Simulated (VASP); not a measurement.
# In3As (Pm-3m) in VASP: further runs

One crystal, In3As, is run at these levels: PBE; tasks: single point, relaxation of cell and atoms.

All numbers are computed with VASP 6.6.1; they aren't measurements. Logs are shortened: lines on timing, memory, paths and dates and some standing lists are left out, and cuts for length are marked.

## (1) The crystal as given

The structure is cubic, space group Pm-3m (No. 221). The conventional cell has a = 4.684 Å, b = 4.684 Å, c = 4.684 Å, α = 90.00°, β = 90.00°, γ = 90.00°. Around In (site symmetry 4/mmm) lie 8 In at 3.31 Å and 4 As at 3.31 Å. Around As (site symmetry m-3m) lie 12 In at 3.31 Å.

The cell comes from a database or a generator and needn't be the stable form of this composition.

## (2) Single point, PBE

Contents of INCAR:

```
SYSTEM = In3As
  PREC = Accurate
  ENCUT = 520
  EDIFF = 1E-6
  ISMEAR = 0
  SIGMA = 0.1
  LREAL = .FALSE.
  LASPH = .TRUE.
  NELM = 100
  ALGO = Fast
  ISIF = 2
  LWAVE = .FALSE.
  LCHARG = .FALSE.
  GGA = PE
  NBANDS = 30
```

Contents of KPOINTS:

```
regular mesh
0
G
  10 10 10
  0 0 0
```

Contents of POSCAR:

```
In3As
1.0
    4.6844750219      0.0000000000      0.0000000000
    0.0000000000      4.6844750219      0.0000000000
    0.0000000000      0.0000000000      4.6844750219
In As
3 1
Direct
    0.0000000000      0.5000000000      0.5000000000
    0.5000000000      0.0000000000      0.5000000000
    0.5000000000      0.5000000000      0.0000000000
    0.0000000000      0.0000000000      0.0000000000
```

Potentials or basis: VASP PAW PBE potentials, release 64 (In_d, As).

Command:

```
> cat potpaw_PBE.64/In_d/POTCAR potpaw_PBE.64/As/POTCAR > POTCAR
> mpirun -np 1 vasp_std > vasp.out
```

OUTCAR:

```text
SYSTEM = In3As
   PREC = Accurate
   ENCUT = 520
   EDIFF = 1E-6
   ISMEAR = 0
   LREAL = .FALSE.
   LASPH = .TRUE.
   NELM = 100
   ISIF = 2
   GGA = PE

 ion  position               nearest neighbor table
   1  0.000  0.500  0.500-   2 3.31   3 3.31   4 3.31   3 3.31   4 3.31   2 3.31   4 3.31   4 3.31
                             2 3.31   3 3.31   3 3.31   2 3.31
   2  0.500  0.000  0.500-   1 3.31   3 3.31   4 3.31   3 3.31   4 3.31   1 3.31   3 3.31   3 3.31
                             1 3.31   4 3.31   4 3.31   1 3.31
   3  0.500  0.500  0.000-   1 3.31   2 3.31   4 3.31   1 3.31   2 3.31   2 3.31   4 3.31   2 3.31
                             1 3.31   4 3.31   1 3.31   4 3.31
   4  0.000  0.000  0.000-   1 3.31   2 3.31   3 3.31   1 3.31   2 3.31   1 3.31   3 3.31   1 3.31
                             2 3.31   3 3.31   2 3.31   3 3.31

  LATTYP: Found a simple cubic cell.
 ALAT       =     4.6844750219

  Lattice vectors:

 A1 = (   4.6844750219,   0.0000000000,   0.0000000000)
 A2 = (   0.0000000000,   4.6844750219,   0.0000000000)
 A3 = (   0.0000000000,   0.0000000000,   4.6844750219)

Analysis of symmetry for initial positions (statically):
=====================================================================
 Subroutine PRICEL returns:
 Original cell was already a primitive cell.

 Routine SETGRP: Setting up the symmetry group for a
 simple cubic supercell.

 Subroutine GETGRP returns: Found 48 space group operations
 (whereof 48 operations were pure point group operations)
 out of a pool of 48 trial point group operations.

The static configuration has the point symmetry O_h .

Analysis of symmetry for dynamics (positions and initial velocities):
=====================================================================
 Subroutine PRICEL returns:
 Original cell was already a primitive cell.

 Routine SETGRP: Setting up the symmetry group for a
 simple cubic supercell.

 Subroutine GETGRP returns: Found 48 space group operations
 (whereof 48 operations were pure point group operations)
 out of a pool of 48 trial point group operations.

The dynamic configuration has the point symmetry O_h .

 Subroutine INISYM returns: Found 48 space group operations
 (whereof 48 operations are pure point group operations),
 and found     1 'primitive' translations

----------------------------------------------------------------------------------------

                                     Primitive cell

  volume of cell :     102.7976

  direct lattice vectors                    reciprocal lattice vectors
     4.684475022  0.000000000  0.000000000     0.213471092  0.000000000  0.000000000
     0.000000000  4.684475022  0.000000000     0.000000000  0.213471092  0.000000000
     0.000000000  0.000000000  4.684475022     0.000000000  0.000000000  0.213471092

  length of vectors
     4.684475022  4.684475022  4.684475022     0.213471092  0.213471092  0.213471092

  position of ions in fractional coordinates (direct lattice)
     0.000000000  0.500000000  0.500000000
     0.500000000  0.000000000  0.500000000
     0.500000000  0.500000000  0.000000000
     0.000000000  0.000000000  0.000000000

  ion indices of the primitive-cell ions
   primitive index   ion index
                 1           1
                 2           2
                 3           3
                 4           4

----------------------------------------------------------------------------------------

 KPOINTS: regular mesh

Automatic generation of k-mesh.
 Grid dimensions read from file:
 generate k-points for:   10   10   10

 Generating k-lattice:

  Cartesian coordinates                     Fractional coordinates (reciprocal lattice)
     0.021347109  0.000000000  0.000000000     0.100000000  0.000000000  0.000000000
     0.000000000  0.021347109  0.000000000     0.000000000  0.100000000  0.000000000
     0.000000000  0.000000000  0.021347109     0.000000000  0.000000000  0.100000000

  Length of vectors
     0.021347109  0.021347109  0.021347109

  Shift w.r.t. Gamma in fractional coordinates (k-lattice)
     0.000000000  0.000000000  0.000000000

 Subroutine IBZKPT returns following result:
 ===========================================

 Found     56 irreducible k-points:

 Following reciprocal coordinates:
            Coordinates               Weight
  0.000000  0.000000  0.000000      1.000000
  0.100000  0.000000  0.000000      6.000000
  0.200000  0.000000  0.000000      6.000000
  0.300000  0.000000  0.000000      6.000000
  0.400000  0.000000  0.000000      6.000000
  0.500000  0.000000  0.000000      3.000000
[... 16 lines left out ...]
  0.200000  0.100000  0.100000     24.000000
  0.300000  0.100000  0.100000     24.000000
 [... further k-points ...]
   k-points           NKPTS =     56   k-points in BZ     NKDIM =     56   number of bands    NBANDS=     30
   number of dos      NEDOS =    301   number of ions     NIONS =      4
   total plane-waves  NPLWV =  46656
   dimension x,y,z NGX =    36 NGY =   36 NGZ =   36
   dimension x,y,z NGXF=    72 NGYF=   72 NGZF=   72
   ions per type =               3   1
   NGX,Y,Z   is equivalent  to a cutoff of  12.78, 12.78, 12.78 a.u.
   NGXF,Y,Z  is equivalent  to a cutoff of  25.55, 25.55, 25.55 a.u.
 SYSTEM =  In3As
   PREC   = accura    normal or accurate (medium, high low for compatibility)
   ISTART =      0    job   : 0-new  1-cont  2-samecut
   ICHARG =      2    charge: 1-file 2-atom 10-const
   ISPIN  =      1    spin polarized calculation?
   LNONCOLLINEAR =      F non collinear calculations
   LSORBIT =      F    spin-orbit coupling
   LASPH  =      T    aspherical Exc in radial PAW
   ENCUT  =  520.0 eV  38.22 Ry    6.18 a.u.   8.71  8.71  8.71*2*pi/ulx,y,z
   NELM   =    100;   NELMIN=  2; NELMDL= -5     # of ELM steps
   EDIFF  = 0.1E-05   stopping-criterion for ELM
   LREAL  =      F    real-space projection
   EDIFFG = 0.1E-04   stopping-criterion for IOM
   NSW    =      0    number of steps for IOM
   IBRION =     -1    ionic relax: 0-MD 1-quasi-New 2-CG
   NFREE  =      0    steps in history (QN), initial steepest desc. (CG)
   ISIF   =      2    stress and relaxation
   ISYM   =      2    0-nonsym 1-usesym 2-fastsym
   POTIM  = 0.5000    time-step for ionic-motion
   TEBEG  =    0.0;   TEEND  =   0.0 temperature during run
   PSTRESS=    0.0 pullay stress
   NELECT =      44.0000    total number of electrons
   NUPDOWN=      -1.0000    fix difference up-down
   EMIN   =  10.00;   EMAX   =-10.00  energy-range for DOS
   EFERMI =   0.00;   METHOD = LEGACY
   ISMEAR =     0;   SIGMA  =   0.10  broadening in eV -4-tet -1-fermi 0-gaus
   EFERMI_NEDOS =   21; number of points for ismear=-14 and -15
   IALGO  =     68    algorithm
   IMIX   =      4    mixing-type and parameters
     AMIX     =   0.40;   BMIX     =  1.00
     AMIX_MAG =   1.60;   BMIX_MAG =  1.00
  volume/ion in A,a.u.               =      25.70       173.43
  Fermi-wavevector in a.u.,A,eV,Ry     =   1.233762  2.331473 20.710369  1.522169
  Thomas-Fermi vector in A             =   2.368479
   LORBIT       =      0    0 simple, 1 ext, 2 COOP (PROOUT), +10 PAW based schemes
   GGA     = PE    functional components
   LHFCALC =     F    Hartree Fock is set to
   AEXX    =    0.0000 exact exchange contribution
   IVDW    =     0    specifies the selected vdW correction
   LEPSILON=     F    determine dielectric tensor
   LRPA    =     F    only Hartree local field effects (RPA)
 non-spin polarized calculation
 RMM-DIIS sequential band-by-band and
 Gauss-broadening in eV      SIGMA  =   0.10
  energy-cutoff  :      520.00
  volume of cell :      102.80
 maximum number of plane-waves:      2800
 NGX is ok and might be reduce to    36
   NGX = 17   NGY = 17   NGZ = 17

 number of electron      43.9999988 magnetization

 Free energy of the ion-electron system (eV)
  ---------------------------------------------------
  ext. energy  EPLUGINS =         0.00000000
  ---------------------------------------------------
  free energy    TOTEN  =       -12.04150507 eV

  energy without entropy =      -12.02772809  energy(sigma->0) =      -12.03461658

 E-fermi :   6.5254     XC(G=0): -10.1047

 val. band max:        6.5207797442   @ k =   0.5000   0.0000   0.0000
 cond. band min:       6.5643223492   @ k =   0.5000   0.0000   0.0000
 fundamental gap:      0.0435426051
 Fermi energy:         6.5254114066

 k-point     1 :       0.0000    0.0000    0.0000
  band No.  band energies     occupation
      1      -8.1408      2.00000
      2      -8.1303      2.00000
      3      -8.1303      2.00000
      4      -8.1303      2.00000
      5      -7.9633      2.00000
      6      -7.9633      2.00000
[... 22 lines left out ...]
     29      12.5031      0.00000
     30      13.7954      0.00000

 k-point     2 :       0.1000    0.0000    0.0000
  band No.  band energies     occupation
      1      -8.1312      2.00000
      2      -8.1284      2.00000
      3      -8.1196      2.00000
      4      -8.1196      2.00000
      5      -7.9618      2.00000
      6      -7.9559      2.00000
[... 22 lines left out ...]
     29      12.8097      0.00000
     30      13.8354      0.00000

 k-point     3 :       0.2000    0.0000    0.0000
  band No.  band energies     occupation
      1      -8.1233      2.00000
      2      -8.1041      2.00000
      3      -8.0880      2.00000
      4      -8.0880      2.00000
      5      -7.9578      2.00000
      6      -7.9350      2.00000
[... 22 lines left out ...]
     29      13.4091      0.00000
     30      13.9685      0.00000

 k-point     4 :       0.3000    0.0000    0.0000
  band No.  band energies     occupation
      1      -8.1166      2.00000
      2      -8.0649      2.00000
      3      -8.0382      2.00000
      4      -8.0382      2.00000
      5      -7.9520      2.00000
      6      -7.9044      2.00000
[... 616 lines left out ...]
     29      13.0741      0.00000
     30      13.9923      0.00000

 k-point    23 :       0.2000    0.1000    0.1000
  band No.  band energies     occupation
      1      -8.1115      2.00000
      2      -8.0912      2.00000
      3      -8.0773      2.00000
      4      -8.0698      2.00000
      5      -7.9456      2.00000
      6      -7.9278      2.00000
[... 22 lines left out ...]
     29      12.9393      0.00000
     30      13.5921      0.00000

 k-point    24 :       0.3000    0.1000    0.1000
  band No.  band energies     occupation
      1      -8.1009      2.00000
      2      -8.0602      2.00000
      3      -8.0337      2.00000
      4      -8.0220      2.00000
      5      -7.9405      2.00000
      6      -7.8964      2.00000
[... 22 lines left out ...]
     29      12.0123      0.00000
     30      14.1308      0.00000

 [... further k-points ...]
[... 5 lines left out ...]
  --------------------------------------------------------------------------------------
  -------------------------------------------------------------------------------------
  Total       -0.0067073     -0.0067073     -0.0067073     -0.0000000     -0.0000000      0.0000000
  in kB       -0.1045382     -0.1045382     -0.1045382     -0.0000000     -0.0000000      0.0000000
  external PRESSURE =      -0.1045382 kB  Pullay stress =       0.0000000 kB

 VOLUME and BASIS-vectors are now :
 -----------------------------------------------------------------------------
  energy-cutoff  :      520.00
  volume of cell :      102.80
      direct lattice vectors                 reciprocal lattice vectors
     4.684475022  0.000000000  0.000000000     0.213471092  0.000000000  0.000000000
     0.000000000  4.684475022  0.000000000     0.000000000  0.213471092  0.000000000
     0.000000000  0.000000000  4.684475022     0.000000000  0.000000000  0.213471092

 POSITION                                       TOTAL-FORCE (eV/Angst)
 -----------------------------------------------------------------------------------
      0.00000      2.34224      2.34224         0.000000      0.000000      0.000000
      2.34224      0.00000      2.34224         0.000000      0.000000      0.000000
      2.34224      2.34224      0.00000         0.000000      0.000000      0.000000
      0.00000      0.00000      0.00000         0.000000      0.000000      0.000000
 -----------------------------------------------------------------------------------
    total drift:                                0.000000      0.000000      0.000000

  FREE ENERGIE OF THE ION-ELECTRON SYSTEM (eV)
  ---------------------------------------------------
  free  energy   TOTEN  =       -12.0415050743 eV

  energy  without entropy=      -12.0277280884  energy(sigma->0) =      -12.03461658
```

Run time: 62 s. Hardware: 1 thread of Intel Xeon 6975P-C (Granite Rapids), shared host; peak memory 0.29 GiB.

What came out:

```yaml
Free_energy: -12.0415 eV
Pressure: 0.0 GPa
Band_gap_on_the_k_mesh: none (metal or under the smearing width)
```

## (3) Relaxation of cell and atoms, PBE

This run uses another cell than the first one, of 25.49 Å³/atom, 0.992 times its volume.

Contents of INCAR:

```
ALGO = Fast
EDIFF = 1E-6
EDIFFG = -0.01
ENCUT = 600
GGA = PE
IBRION = 2
ISIF = 3
ISMEAR = 0
LASPH = True
LCHARG = False
LREAL = False
LWAVE = False
NELM = 100
NSW = 100
PREC = Accurate
SIGMA = 0.1
```

Contents of KPOINTS:

```
k-points
0
Gamma
  10 10 10
```

Contents of POSCAR:

```
In3As
1.0
    4.6716809300      0.0000000000      0.0000000000
    0.0000000000      4.6716809300      0.0000000000
    0.0000000000      0.0000000000      4.6716809300
In As
3 1
Direct
    0.0000000000      0.5000000000      0.5000000000
    0.5000000000      0.0000000000      0.5000000000
    0.5000000000      0.5000000000      0.0000000000
    0.0000000000      0.0000000000      0.0000000000
```

Potentials or basis: VASP PAW PBE potentials, release 64 (In_d, As).

Command:

```
> cat potpaw_PBE.64/In_d/POTCAR potpaw_PBE.64/As/POTCAR > POTCAR
> mpirun -np 1 vasp_std > vasp.out
```

Wall time 2.6 min (1 thread of Intel Xeon 6975P-C (Granite Rapids), shared host); peak memory 0.35 GiB.

Results (log left out):

* Free energy: -12.0413 eV
* Relaxed volume: 25.71 Å³/atom
* Relaxed cell: a = 4.685 Å, b = 4.685 Å, c = 4.685 Å, α = 90.00°, β = 90.00°, γ = 90.00°
* Space group after relaxing (to 0.05 Å): Pm-3m (No. 221)
* Energy gained by relaxing: 0.2 meV/atom
* Ionic steps: 2
* Pressure after relaxing: 0.0 GPa
* Band gap on the k mesh: none (metal or under the smearing width)

Step by step:
```
step  energy change (eV)  largest force (eV/Å)  pressure (GPa)  volume (Å³)
   1              0.0000                0.0000            0.37       101.96
   2             -0.0009                0.0000            0.03       102.83
```

Final structure:
```
In As
1.0
     4.68501    0.00000    0.00000
     0.00000    4.68501    0.00000
     0.00000    0.00000    4.68501
In As
3 1
Direct
  0.00000 0.50000 0.50000
  0.50000 0.00000 0.50000
  0.50000 0.50000 0.00000
  0.00000 0.00000 0.00000
```

Levels at points of the mesh, in eV from the Fermi level:
```
           k point  band 20  band 21  band 22  band 23  band 24  band 25
(0.00, 0.00, 0.00)    -2.80    -1.88    -1.88     2.09     2.09     2.09
(0.50, 0.00, 0.00)    -1.54    -1.21     0.00     0.00     0.04     1.51
(0.50, 0.50, 0.00)    -0.73    -0.35     0.45     0.45     1.76     1.97
(0.50, 0.50, 0.50)    -3.88    -3.88    -3.88    -3.30     4.69     4.69
```

## (4) Single point, PBE

This run uses another cell than the first one, of 25.49 Å³/atom, 0.992 times its volume.

Contents of INCAR:

```
SYSTEM = In3As
  PREC = Accurate
  ENCUT = 520
  EDIFF = 1E-6
  ISMEAR = 0
  SIGMA = 0.1
  LREAL = .False.
  LASPH = .True.
  NELM = 100
  ALGO = Normal
  ISIF = 2
  LWAVE = .False.
  LCHARG = .False.
  GGA = PE
  NBANDS = 30
```

Contents of KPOINTS:

```
Automatic mesh
0
Gamma
  4 4 4
  0 0 0
```

POSCAR is that of step 3.

Command:

```
> cat potpaw_PBE.64/In_d/POTCAR potpaw_PBE.64/As/POTCAR > POTCAR
> mpirun -np 1 vasp_std > vasp.out
```

Wall time 17 s (1 thread of Intel Xeon 6975P-C (Granite Rapids), shared host); peak memory 0.2 GiB.

Results (log left out):

```yaml
Free_energy: -12.0049 eV
Pressure: -0.1 GPa
Band_gap_on_the_k_mesh: none (metal or under the smearing width)
```

Levels at points of the mesh, in eV from the Fermi level:
```tsv
k point	band 20	band 21	band 22	band 23	band 24	band 25
(0.00, 0.00, 0.00)	-3.14	-2.17	-2.17	1.79	1.79	1.79
(0.50, 0.00, 0.00)	-1.87	-1.49	-0.32	-0.32	-0.28	1.19
(0.50, 0.50, 0.00)	-1.05	-0.66	0.15	0.15	1.47	1.66
(0.50, 0.50, 0.50)	-4.23	-4.23	-4.23	-3.65	4.41	4.41
```

## (5) Overview

| task | cell | k mesh | cutoff (eV) | gap on the mesh (eV) | pressure (GPa) |
| --- | --- | --- | --- | --- | --- |
| single point | Pm-3m, 25.7 Å³/atom | 10 × 10 × 10 | 520 | none | 0.0 |
| relaxation of cell and atoms | relaxed | 10 × 10 × 10 | 600 | none | 0.0 |
| single point | Pm-3m, 25.49 Å³/atom | 4 × 4 × 4 | 520 | none | -0.1 |

Alike in all rows: level PBE; potentials or basis VASP PAW PBE potentials, release 64 (In_d, As); no spin polarisation; smearing gaussian 0.1 eV.

Absolute energies hang on the potentials; compare differences alone.
